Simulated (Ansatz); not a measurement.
# WS2: the cost of one run

Computed with Ansatz 0.2.0 (DFT PBEsol+U (U = 4 eV, J = 0.9 eV on W d), plane waves, PAW, no spin–orbit coupling unless a run says so, unless a step's input says otherwise).

3 further runs of the same task are left out: 3 that didn't finish.

### 1 The system as given

The structure is trigonal, space group R3m (No. 160). The conventional cell has a = 3.158 Å, b = 3.158 Å, c = 18.490 Å, α = 90.00°, β = 90.00°, γ = 120.00°. Around W (site symmetry 3m) lie 6 S at 2.39 to 2.42 Å. Around S (site symmetry 3m) lie 3 W at 2.39 Å. S (site symmetry 3m) has 3 W at 2.42 Å as nearest neighbours.

As a file:

```cif
data_structure
_symmetry_space_group_name_H-M 'P 1'
_symmetry_Int_Tables_number 1
_cell_length_a 12.4608
_cell_length_b 12.4608
_cell_length_c 12.8547
_cell_angle_alpha 14.221
_cell_angle_beta 14.221
_cell_angle_gamma 14.560
_cell_volume 106.46
loop_
_atom_site_label
_atom_site_type_symbol
_atom_site_fract_x
_atom_site_fract_y
_atom_site_fract_z
_atom_site_occupancy
W1 W 0.00000 0.00000 0.00000 1
S1 S 0.75030 0.75030 0.62485 1
S2 S 0.58100 0.58100 0.70950 1
W2 W 0.00000 0.00000 0.50000 1
S3 S 0.75030 0.75030 0.12485 1
S4 S 0.58100 0.58100 0.20950 1
```

An earlier series on this cell reached its lowest free state from «ferromagnetic start, free, natural orbitals of the symmetric run filled by rank», perhaps among other starts (it ended without moments).

### 2 Total moment locked, 4.00 μB per cell

Input file input.yaml:

```yaml
crystal:
  lattice:
    - [1.57900017, -0.91163617, 12.3266583]
    - [-1.57900017, -0.91163617, 12.3266583]
    - [0.0, -3.64654468, 12.3266583]
  atoms:
    - { symbol: W, position: [0.0, 0.0, 0.0], spin: 2.0 }
    - { symbol: S, position: [0.7503, 0.7503, 0.62485] }
    - { symbol: S, position: [0.581, 0.581, 0.7095] }
    - { symbol: W, position: [0.0, 0.0, 0.5], spin: 2.0 }
    - { symbol: S, position: [0.7503, 0.7503, 0.12485] }
    - { symbol: S, position: [0.581, 0.581, 0.2095] }
basis:
  ecutwfc: 420
  ecutrho_ratio: 4
kpoints:
  mp_grid: { grid: [7, 7, 7] }
hamiltonian:
  xc: pbesol
  hubbard:
    sites:
      - { site: 0, l: d, u: 4.0, j: 0.9, starting_ns: [{ spin: up, occupation_matrix: s0up }, { spin: down, occupation_matrix: s0down }] }
      - { site: 3, l: d, u: 4.0, j: 0.9, starting_ns: [{ spin: up, occupation_matrix: s3up }, { spin: down, occupation_matrix: s3down }] }
    occupation_matrices:
      s0up:
        matrix:
          - [0.97, 0.0, 0.0, 0.0, 0.0]
          - [0.0, 0.02031, 0.0, 0.0, -0.01709]
          - [0.0, 0.0, 0.02, 0.0, 0.0]
          - [0.0, 0.0, 0.0, 0.02, 0.0]
          - [0.0, -0.01709, 0.0, 0.0, 0.96969]
      s0down:
        matrix:
          - [0.02, 0.0, 0.0, 0.0, 0.0]
          - [0.0, 0.02, 0.0, 0.0, 0.0]
          - [0.0, 0.0, 0.02, 0.0, 0.0]
          - [0.0, 0.0, 0.0, 0.02, 0.0]
          - [0.0, 0.0, 0.0, 0.0, 0.02]
      s3up:
        matrix:
          - [0.97, 0.0, 0.0, 0.0, 0.0]
          - [0.0, 0.02031, 0.0, 0.0, -0.01709]
          - [0.0, 0.0, 0.02, 0.0, 0.0]
          - [0.0, 0.0, 0.0, 0.02, 0.0]
          - [0.0, -0.01709, 0.0, 0.0, 0.96969]
      s3down:
        matrix:
          - [0.02, 0.0, 0.0, 0.0, 0.0]
          - [0.0, 0.02, 0.0, 0.0, 0.0]
          - [0.0, 0.0, 0.02, 0.0, 0.0]
          - [0.0, 0.0, 0.0, 0.02, 0.0]
          - [0.0, 0.0, 0.0, 0.0, 0.02]
    ns_hold: { iters: 8 }
scf:
  occupations: { method: gaussian, width: 0.05 }
  lower_state_search: "off"
  max_iter: 150
output:
  forces: true
  stress: true
  eigenvalues: true
  populations: true
  hubbard: { sites: [{ site: 0, l: d }, { site: 3, l: d }] }
magnetization:
  spin_polarized: true
  initial_magnetization: 4.0
  spin_locking: { lock_magnetization: hard }
```

The typed matrices put 0.97 on the chosen orbitals and 0.02 on the others, and are held for 8 cycles. The lock stays on to the end, so the result is a constrained state.

Launch:

```bash
$ ansatz run input.yaml --threads 4 --pin off --max-ram 6144MiB --backend cpu --events-out ev --progress --plain --runs-dir out
```

**Question.** How long does this run take on 4 threads of Arm Neoverse V1, shared host, and how much memory does it need?

About 67 s, with a peak of 0.88 GiB.
